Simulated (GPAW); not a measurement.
# HfC (P6_3/mmc) in GPAW: a series of runs

Aim: see how the results for HfC move with the level of theory and the settings. Levels: TB-mBJ, PBEsol. Tasks: single point, band structure.

All numbers are computed with GPAW 26.7.0; they aren't measurements. Logs are shortened: lines on timing, memory, paths and dates and some standing lists are left out, and cuts for length are marked. The log counts tension as positive stress, the text compression.

### 1 The crystal as given

The structure is hexagonal, space group P6_3/mmc (No. 194). Conventional cell: a = 3.343 Å, b = 3.343 Å, c = 5.203 Å, α = 90.00°, β = 90.00°, γ = 120.00°. Hf (site symmetry -6m2) is surrounded by 6 C at 2.33 Å. C (site symmetry -3m) is surrounded by 6 Hf at 2.33 Å and 2 C at 2.60 Å.

The cell comes from a database or a generator and needn't be the stable form of this composition.

### 2 Single point, TB-mBJ

run.py reads:

```python
from ase import Atoms
from ase.dft.bandgap import bandgap
from ase.io import write
from gpaw import GPAW, PW

atoms = Atoms(['Hf', 'Hf', 'C', 'C'],
              cell=[[3.3428660531, 0.0, 0.0],
                    [-1.6714330265, 2.8950069234, 0.0],
                    [0.0, 0.0, 5.202714]],
              scaled_positions=[[0.3333333333, 0.6666666667, 0.25],
                                [0.6666666667, 0.3333333333, 0.75],
                                [0.0, 0.0, 0.5],
                                [0.0, 0.0, 0.0]],
              pbc=True)

calc = GPAW(mode=PW(800),
            xc='TB09',
            kpts={'size': (8, 8, 4), 'gamma': True},
            occupations={'name': 'fermi-dirac', 'width': 0.05},
            nbands=31,
            convergence={'density': 1e-05, 'energy': 1e-05},
            eigensolver='cg',
            maxiter=150,
            txt='gpaw.txt')
atoms.calc = calc
energy = atoms.get_potential_energy()
calc.write('gs.gpw')
write('result.traj', atoms)
print('Fermi level:', round(calc.get_fermi_level(), 4), 'eV')
print(f'Gap: {bandgap(calc)[0]:.4f} eV, direct: {bandgap(calc, direct=True)[0]:.4f} eV')
```

Potentials or basis: GPAW PAW data sets for LDA (gpaw-data 1.2.1), pw.

Launch:

```sh
$ OMP_NUM_THREADS=1 python run.py
```

gpaw.txt:

```text
___ ___ ___ _ _ _
 |   |   |_  | | | |
 | | | | | . | | | |
 |__ |  _|___|_____|  26.7.0
 |___|_|

Input parameters:
  convergence: {density: 1e-05,
                energy: 1e-05}
  eigensolver: cg
  kpts: {gamma: True,
         size: (8, 8, 4)}
  maxiter: 150
  mode: {ecut: 800.0,
         name: pw}
  nbands: 31
  occupations: {name: fermi-dirac,
                width: 0.05}
  xc: TB09

System changes: positions, numbers, cell, pbc, initial_charges, initial_magmoms

Initialize ...

species:
  Hf:
    name:    Hafnium
    Z:       72.0
    valence: 12
    core:    60
    charge:  0.0  # [|e|]
    compensation charges:
      type: gauss
      rc: 0.41  # [Å]
      lmax: 2
    cutoffs:
      filter: 2.36  # [Å]
      core: 4.02  # [Å]
    projectors
    | kind |    occ | energy [eV] | rcut [Å] |
    |------|--------|-------------|----------|
    |   5s |  2.000 |     -66.988 |    1.397 |
    |   6s |  2.000 |      -5.250 |    1.397 |
    |   5p |  6.000 |     -35.740 |    1.307 |
    |   6p |  0.000 |      -1.470 |    1.307 |
    |   5d |  2.000 |      -2.880 |    1.334 |
    |    d |        |      24.331 |    1.334 |

    Using partial waves for Hf as LCAO basis

  C:
    name:    Carbon
    Z:       6.0
    valence: 4
    core:    2
    charge:  0.0  # [|e|]
    compensation charges:
      type: gauss
      rc: 0.20  # [Å]
      lmax: 2
    cutoffs:
      filter: 1.14  # [Å]
      core: 1.14  # [Å]
    projectors
    | kind |    occ | energy [eV] | rcut [Å] |
    |------|--------|-------------|----------|
    |   2s |  2.000 |     -13.639 |    0.635 |
    |   2p |  2.000 |      -5.414 |    0.635 |
    |    s |        |      13.573 |    0.635 |
    |    p |        |      21.797 |    0.635 |
    |    d |        |       0.000 |    0.635 |

    Using partial waves for C as LCAO basis

Reference energy: -821320.262052  # eV

Spin-paired calculation

Convergence criteria:
 Maximum [total energy] change in last 3 cyles: 1e-05 eV / valence electron
 Maximum integral of absolute [dens]ity change: 1e-05 electrons / valence electron
 Maximum integral of absolute [eigenst]ate change: 4e-08 eV^2 / valence electron
 Maximum number of scf [iter]ations: 150
 (Square brackets indicate name in SCF output, whereas a 'c' in
 the SCF output indicates the quantity has converged.)

Symmetries present (total): 12

  ( 1  1  0)  ( 1  1  0)  ( 1  0  0)  ( 1  0  0)  ( 0  1  0)  ( 0  1  0)
  ( 0 -1  0)  (-1  0  0)  ( 0  1  0)  (-1 -1  0)  ( 1  0  0)  (-1 -1  0)
  ( 0  0  1)  ( 0  0 -1)  ( 0  0  1)  ( 0  0 -1)  ( 0  0 -1)  ( 0  0  1)

  ( 0 -1  0)  ( 0 -1  0)  (-1  0  0)  (-1  0  0)  (-1 -1  0)  (-1 -1  0)
  ( 1  1  0)  (-1  0  0)  ( 1  1  0)  ( 0 -1  0)  ( 1  0  0)  ( 0  1  0)
  ( 0  0 -1)  ( 0  0  1)  ( 0  0  1)  ( 0  0 -1)  ( 0  0  1)  ( 0  0 -1)

256 k-points: 8 x 8 x 4 Monkhorst-Pack grid + [1/16,1/16,1/8]
35 k-points in the irreducible part of the Brillouin zone
       k-points in crystal coordinates                weights
   0:     0.00000000    0.00000000    0.00000000          1/256
   1:     0.00000000    0.00000000    0.25000000          2/256
   2:     0.00000000    0.00000000    0.50000000          1/256
   3:     0.12500000    0.00000000   -0.25000000          6/256
   4:     0.12500000    0.00000000    0.00000000          6/256
   5:     0.12500000    0.00000000    0.25000000          6/256
   6:     0.12500000    0.00000000    0.50000000          6/256
   7:     0.25000000   -0.12500000    0.00000000          6/256
   8:     0.25000000   -0.12500000    0.25000000         12/256
   9:     0.25000000   -0.12500000    0.50000000          6/256
          ...
  34:     0.50000000    0.50000000    0.50000000          3/256

Wave functions: Plane wave expansion
  Cutoff energy: 800.000 eV
  Number of coefficients (min, max): 2570, 2621
  Pulay-stress correction: 0.000000 eV/Ang^3 (de/decut=0.000000)
  Using FFTW library
  ScaLapack parameters: grid=1x1, blocksize=None
  Wavefunction extrapolation:
    Improved wavefunction reuse through dual PAW basis

Occupation numbers: Fermi-Dirac:
  width: 0.0500  # eV

Eigensolver
   CG(niter=4, rtol=3.0e-01)

Densities:
  Coarse grid: 24*24*35 grid
  Fine grid: 48*48*70 grid
  Total Charge: 0.000000

Density mixing:
  Method: separate
  Backend: msr1
  Linear mixing parameter: 0.05
  old densities: 10
  Width of damping distribution: 1.1
  Damping of long wavelength oscillations: 20

Hamiltonian:
  XC and Coulomb potentials evaluated on a 48*48*70 grid
  Using the TB09 Exchange-Correlation functional
  External potential:
    NoExternalPotential

XC parameters: TB09 with 2 nearest neighbor stencil

Number of atoms: 4
Number of atomic orbitals: 34
Number of bands in calculation: 31
Number of valence electrons: 32
Bands to converge: occupied

... initialized

Initializing position-dependent things.

Density initialized from atomic densities
Creating initial wave functions:
  31 bands from LCAO basis set

            Hf

       C Hf

       C

Atomic positions and initial magnetic moments

Positions:
   0 Hf    -0.000000    1.930005    1.300679    ( 0.0000,  0.0000,  0.0000)
   1 Hf     1.671433    0.965002    3.902036    ( 0.0000,  0.0000,  0.0000)
   2 C      0.000000    0.000000    2.601357    ( 0.0000,  0.0000,  0.0000)
   3 C      0.000000    0.000000    0.000000    ( 0.0000,  0.0000,  0.0000)

Unit cell:
           periodic     x           y           z      points  spacing
  1. axis:    yes    3.342866    0.000000    0.000000    24     0.1206
  2. axis:    yes   -1.671433    2.895007    0.000000    24     0.1206
  3. axis:    yes    0.000000    0.000000    5.202714    35     0.1486

  Lengths:   3.342866   3.342866   5.202714
  Angles:   90.000000  90.000000 120.000000

Effective grid spacing dv^(1/3) = 0.1357

iter:   1 16483.320604
iter:   2 16490.011222   +1.26  -0.88
iter:   3 16487.262323   +0.27  -1.22
iter:   4 16489.563772   -0.38  -1.14
iter:   5 16489.648179   -0.42  -1.31
iter:   6 16491.461381   -0.78  -1.30
iter:   7 16493.722669   -0.53  -1.68
iter:   8 16494.812795   -0.79  -1.80
iter:   9 16496.181965   -1.89  -1.98
iter:  10 16496.388518   -2.26  -1.90
[... 56 further cycles ...]
iter:  67 16495.961710   -6.35  -5.19c
iter:  68 16495.962246   -6.30  -5.27c
iter:  69 16495.962020   -6.51  -5.19c
iter:  70 16495.960677   -6.67  -5.11c
iter:  71 16495.959460   -7.31  -5.03c
iter:  72 16495.957831   -7.06  -5.26c
iter:  73 16495.959508   -7.27  -5.18c
iter:  74 16495.959223   -7.56c -5.10c
iter:  75 16495.959127   -7.93c -5.43c
iter:  76 16495.959210c  -8.31c -5.39c

Converged after 76 iterations.

Dipole moment: (-0.000000, 0.000000, -0.000000) |e|*Ang

Energy contributions relative to reference atoms: (reference = -821320.262052)

Kinetic:         +0.897683
Potential:       -1.628912
External:        +0.000000
XC:            +16498.548222
Entropy (-ST):   -0.008317
Local:           -1.853625
SIC:             +0.000000
--------------------------
Free energy:   +16495.955051
Extrapolated:  +16495.959210

Showing only first 2 kpts
 Kpt  Band  Eigenvalues  Occupancy
  0    14     10.18964    2.00000
  0    15     12.97670    0.00000
  0    16     13.25703    0.00000
  0    17     13.25739    0.00000

  1    14      9.57184    2.00000
  1    15     11.27345    1.99999
  1    16     14.28591    0.00000
  1    17     14.28598    0.00000

Fermi level: 11.86651

No gap
No difference between direct/indirect transitions
Writing to gs.gpw (mode='')
```

Run time: 7.1 min. Hardware: 1 thread of Arm Neoverse V2, shared host; peak memory 0.38 GiB.

Results:

```yaml
Band_gap_on_the_k_mesh: none (metal or under the smearing width)
```

Caveat: a model potential gives levels but no total energy; the PAW data sets were made with another functional, which shifts forces and pressure a little. Spin-orbit coupling is left out, which matters for the levels of Hf.

### 3 Band structure, PBEsol

run.py reads:

```python
from ase import Atoms
from ase.dft.bandgap import bandgap
from ase.io import write
from ase.units import GPa
from gpaw import GPAW, PW, setup_paths

setup_paths.insert(0, '.')

atoms = Atoms(['Hf', 'Hf', 'C', 'C'],
              cell=[[3.3428660531, 0.0, 0.0],
                    [-1.6714330265, 2.8950069234, 0.0],
                    [0.0, 0.0, 5.202714]],
              scaled_positions=[[0.3333333333, 0.6666666667, 0.25],
                                [0.6666666667, 0.3333333333, 0.75],
                                [0.0, 0.0, 0.5],
                                [0.0, 0.0, 0.0]],
              pbc=True)

calc = GPAW(mode=PW(800),
            xc='PBEsol',
            kpts={'size': (9, 9, 5), 'gamma': True},
            occupations={'name': 'fermi-dirac', 'width': 0.05},
            nbands=31,
            convergence={'density': 1e-05, 'energy': 1e-05},
            maxiter=150,
            txt='gpaw.txt')
atoms.calc = calc
energy = atoms.get_potential_energy()
forces = atoms.get_forces()
stress = atoms.get_stress()
calc.write('gs.gpw')
write('result.traj', atoms)
print(f'Energy: {energy:.6f} eV')
print('Forces (eV/A):')
print(forces.round(4))
print('Stress (GPa):', (stress / GPa).round(3))
print('Fermi level:', round(calc.get_fermi_level(), 4), 'eV')
print(f'Gap: {bandgap(calc)[0]:.4f} eV, direct: {bandgap(calc, direct=True)[0]:.4f} eV')

path = atoms.cell.bandpath('GMKGALHA,LM,KH', npoints=100, eps=1e-4)
bs_calc = calc.fixed_density(kpts=path, symmetry='off', nbands=46,
                             convergence={'bands': 'CBM+6.0', 'eigenstates': 1e-6}, txt='bands.txt')
bs = bs_calc.band_structure()
bs.write('bs.json')
print(f'Gap on the path: {bandgap(bs_calc)[0]:.4f} eV')
```

Potentials or basis: PAW data sets generated in the run's folder for this functional, pw.

Launch:

```sh
$ gpaw-setup -f PBEsol C Hf
$ OMP_NUM_THREADS=1 python run.py
```

Run time: 2.7 min. Hardware: 1 thread of Arm Neoverse V2, shared host; peak memory 0.55 GiB.

It converged, with:

```
Free energy             : -38.6337 eV
Pressure                : -6.3 GPa
Band gap along the path : none (metal or under the smearing width)
```

Stress tensor (GPa, compression positive):
```
-7.27  0.00  0.00
 0.00 -7.27  0.00
 0.00  0.00 -4.35
```

Levels at the corners of the path, in eV from the Fermi level:
```csv
point,band 12,band 13,band 14,band 15,band 16,band 17,band 18,band 19,band 20,band 21
Γ,-3.06,-3.06,-1.14,-1.14,1.03,1.45,1.45,1.92,1.92,2.38
M,-4.04,-3.43,-3.26,-1.79,-1.08,1.51,4.33,4.76,4.80,5.55
K,-4.27,-4.27,-3.53,-3.53,0.64,1.03,1.03,4.97,4.97,5.69
Γ,-3.06,-3.06,-1.14,-1.14,1.03,1.45,1.45,1.92,1.92,2.38
A,-3.04,-2.61,-2.61,-2.61,-2.61,3.98,3.98,3.98,3.98,4.10
L,-4.38,-2.98,-2.98,-2.35,-2.35,1.33,1.33,4.70,4.70,5.28
H,-5.13,-2.42,-2.42,-2.38,-2.38,1.94,1.94,3.33,3.33,7.08
A,-3.04,-2.61,-2.61,-2.61,-2.61,3.98,3.98,3.98,3.98,4.10
L,-4.38,-2.98,-2.98,-2.35,-2.35,1.33,1.33,4.70,4.70,5.28
M,-4.04,-3.43,-3.26,-1.79,-1.08,1.51,4.33,4.76,4.80,5.55
K,-4.27,-4.27,-3.53,-3.53,0.64,1.03,1.03,4.97,4.97,5.69
H,-5.13,-2.42,-2.42,-2.38,-2.38,1.94,1.94,3.33,3.33,7.08
```

Caveat: spin-orbit coupling is left out, which moves the levels of the heavy elements.

### 4 Band structure, PBEsol, spin-orbit coupling, no magnetisation

run.py: that of step 3 with these lines changed.

```diff
@@ -1 +1,2 @@
+import numpy as np
 from ase import Atoms
@@ -5,2 +6,3 @@
 from gpaw import GPAW, PW, setup_paths
+from gpaw.spinorbit import soc_eigenstates
 
@@ -45 +47,7 @@
 print(f'Gap on the path: {bandgap(bs_calc)[0]:.4f} eV')
+
+soc = soc_eigenstates(bs_calc, theta=0, phi=0)
+np.savetxt('soc_bands.dat', soc.eigenvalues(), fmt='%.4f')
+mesh = soc_eigenstates('gs.gpw', theta=0, phi=0)
+np.savetxt('soc_mesh.dat', mesh.eigenvalues(), fmt='%.4f')
+print('Fermi level with spin-orbit coupling:', round(mesh.fermi_level, 4), 'eV')
```

Potentials or basis: PAW data sets generated in the run's folder for this functional, pw.

Launch:

```sh
$ gpaw-setup -f PBEsol C Hf
$ OMP_NUM_THREADS=1 python run.py
```

gpaw.txt:

```text
__  _  _
 | _ |_)|_||  |
 |__||  | ||/\| - 26.7.0

Input parameters:
  mode=PW(ecut=800.0),
  convergence={'density': 1e-05, 'energy': 1e-05},
  kpts=MonkhorstPack(size=(9, 9, 5), gamma=True),
  maxiter=150,
  nbands=31,
  occupations=Occupations(name='fermi-dirac', width=0.05),
  xc=XC(name='PBEsol')

Diagonalizing LCAO Hamiltonian
Converting LCAO to pw mode

            Hf

       C Hf

       C

Atoms  # Å, Bohr magnetons
|   | symbol |         x |        y |        z |    initial magnetic moments |
|---|--------|-----------|----------|----------|-----------------------------|
| 0 |     Hf | -0.000000 | 1.930005 | 1.300679 | ( 0.0000,  0.0000,  0.0000) |
| 1 |     Hf |  1.671433 | 0.965002 | 3.902036 | ( 0.0000,  0.0000,  0.0000) |
| 2 |      C |  0.000000 | 0.000000 | 2.601357 | ( 0.0000,  0.0000,  0.0000) |
| 3 |      C |  0.000000 | 0.000000 | 0.000000 | ( 0.0000,  0.0000,  0.0000) |

Unit cell  # Å
| periodic |         x |        y |        z |  lengths |     angles |
|----------|-----------|----------|----------|----------|------------|
|      yes |  3.342866 | 0.000000 | 0.000000 | 3.342866 |  90.000000 |
|      yes | -1.671433 | 2.895007 | 0.000000 | 3.342866 |  90.000000 |
|      yes |  0.000000 | 0.000000 | 5.202714 | 5.202714 | 120.000000 |

Number of symmetries: 12
Symmetry operations  # r_c * U_cc + t_c -> r_c
|    | kind |            matrix            |
|----|------|------------------------------|
|  0 |  σ   |  1, 1, 0,  0,-1, 0,  0, 0, 1 |
|  1 |  S6  |  1, 1, 0, -1, 0, 0,  0, 0,-1 |
|  2 |  E   |  1, 0, 0,  0, 1, 0,  0, 0, 1 |
[... 138 lines left out ...]
- Maximum integral of absolute [eigenst]ate change: 4e-08 eV^2 / valence electron
maximum number of iterations: 150

SCF iterations
|iter     | |      energy | eigst |  dens |
|---------|-|-------------|-------|-------|
|iter:   1| |  -41.832237 | -0.17 |       |
|iter:   2| |  -40.756824 | -2.17 | -0.84 |
|iter:   3| |  -38.615530 | -1.35 | -0.92 |
|iter:   4| |  -38.614675 | -2.81 | -1.57 |
|iter:   5| |  -38.630971 | -3.06 | -1.81 |
|iter:   6| |  -38.631238 | -4.81 | -2.79 |
|iter:   7| |  -38.631248c| -6.09 | -3.45 |
|iter:   8| |  -38.631249c| -7.48c| -4.12 |
|iter:   9| |  -38.631250c| -7.85c| -4.97 |
|iter:  10| |  -38.631250c| -8.18c| -5.08c|

Converged in 10 steps
Energy contributions relative to reference atoms: (reference = -821570.674565)

Energy contributions:
  Kinetic:          32.280400
  Coulomb:         -33.676263
  Zero:             -0.804885
  External:          0.000000
  Xc:              -36.428012
  Entropy:          -0.004978
  Spinorbit:         0.000000
  ----------------------------
  Free energy:     -38.633739
  Extrapolated:    -38.631250

dipole moment: (-6.650417, -11.518860, -10.350486)  # |e|*Ang

Fermi level: 11.243
Eigenvalues  # (at kpt = [0.000, 0.000, 0.000])
| band index |      eig [eV] | occ [0-2] |
|------------|---------------|-----------|
|          0 |       -49.971 |     2.000 |
|        ... |               |           |
|          7 |       -18.581 |     2.000 |
|          8 |        -1.664 |     2.000 |
|          9 |         2.724 |     2.000 |
|         10 |         4.410 |     2.000 |
|         11 |         8.183 |     2.000 |
|         12 |         8.183 |     2.000 |
[... 8 lines left out ...]
|         21 |        14.734 |     0.000 |
|         22 |        15.329 |     0.000 |
|        ... |               |           |
|         30 |        25.214 |     0.000 |

No gap
No difference between direct/indirect transitions

Forces  # eV/Ang
|        x |        y |        z |
|----------|----------|----------|
| -0.00000 | -0.00000 |  0.00002 |  # Hf   0
|  0.00000 | -0.00000 | -0.00002 |  # Hf   1
|  0.00000 | -0.00000 |  0.00000 |  # C    2
| -0.00000 | -0.00000 |  0.00000 |  # C    3

Stress tensor  # eV/Ang^3
|         x |         y |         z |
|-----------|-----------|-----------|
|  0.045390 | -0.000000 |  0.000000 |
| -0.000000 |  0.045390 | -0.000000 |
|  0.000000 | -0.000000 |  0.027129 |

# Writing to gs.gpw (mode='')
```

stdout:

```text
Energy: -38.631250 eV
Forces (eV/A):
[[-0. -0.  0.]
 [ 0. -0. -0.]
 [ 0. -0.  0.]
 [-0. -0.  0.]]
Stress (GPa): [ 7.272  7.272  4.346 -0.     0.    -0.   ]
Fermi level: 11.2435 eV
Gap: 0.0000 eV, direct: 0.0000 eV
Gap on the path: 0.0000 eV
Fermi level with spin-orbit coupling: 11.2503 eV
```

It took 2.7 min on 1 thread of Arm Neoverse V2, shared host; peak memory 0.65 GiB.

Results:

* Free energy: -38.6337 eV
* Pressure: -6.3 GPa
* Band gap along the path: none (metal or under the smearing width)

Stress tensor (GPa, compression positive):
```
-7.27  0.00  0.00
 0.00 -7.27  0.00
 0.00  0.00 -4.35
```

Levels at the corners of the path, in eV from the Fermi level:
```tsv
point	band 28	band 29	band 30	band 31	band 32	band 33	band 34	band 35	band 36	band 37
Γ	-1.18	-1.12	-1.12	0.97	0.97	1.21	1.21	1.62	1.62	1.86
M	-3.14	-1.78	-1.78	-1.02	-1.02	1.53	1.53	4.32	4.32	4.69
K	-3.47	-3.42	-3.42	0.59	0.59	0.97	0.97	1.09	1.09	4.81
Γ	-1.18	-1.12	-1.12	0.97	0.97	1.21	1.21	1.62	1.62	1.86
A	-2.65	-2.60	-2.60	-2.60	-2.60	3.80	3.80	3.80	3.80	3.95
L	-2.98	-2.33	-2.33	-2.33	-2.33	1.34	1.34	1.34	1.34	4.65
H	-2.48	-2.35	-2.35	-1.99	-1.99	1.79	1.79	2.06	2.06	3.30
A	-2.65	-2.60	-2.60	-2.60	-2.60	3.80	3.80	3.80	3.80	3.95
L	-2.98	-2.33	-2.33	-2.33	-2.33	1.34	1.34	1.34	1.34	4.65
M	-3.14	-1.78	-1.78	-1.02	-1.02	1.53	1.53	4.32	4.32	4.69
K	-3.47	-3.42	-3.42	0.59	0.59	0.97	0.97	1.09	1.09	4.81
H	-2.48	-2.35	-2.35	-1.99	-1.99	1.79	1.79	2.06	2.06	3.30
```

Caveat: spin-orbit coupling was added after a scalar SCF, so levels and gaps hold it while energy, forces, pressure and moments don't; this program's spin-orbit splittings come out too wide for heavy elements.

### 5 The runs side by side

```csv
task,level,potentials or basis,spin,k mesh,band path,band points,spin axis theta (degrees),spin axis phi (degrees),soc after scf,pressure (GPa)
single point,TB-mBJ,"GPAW PAW data sets for LDA (gpaw-data 1.2.1), pw",off,8 × 8 × 4,-,-,-,-,-,-
band structure,PBEsol,"PAW data sets generated in the run's folder for this functional, pw",off,9 × 9 × 5,"GMKGALHA,LM,KH",100,-,-,-,-6.3
band structure,PBEsol,"PAW data sets generated in the run's folder for this functional, pw","SOC, no magnetisation",9 × 9 × 5,"GMKGALHA,LM,KH",100,0,0,second variation,-6.3
```

Alike in all rows: cell as given; cutoff (eV) 800; smearing fermi-dirac 0.05 eV.

Caveats: a model potential gives levels but no total energy (some runs); the PAW data sets were made with another functional, which shifts forces and pressure a little (some runs); spin-orbit coupling is left out, which moves the levels of the heavy elements (some runs); spin-orbit coupling was added after a scalar SCF, so levels and gaps hold it while energy, forces, pressure and moments don't (some runs); this program's spin-orbit splittings come out too wide for heavy elements (some runs).

Absolute energies hang on the potentials; compare differences alone.
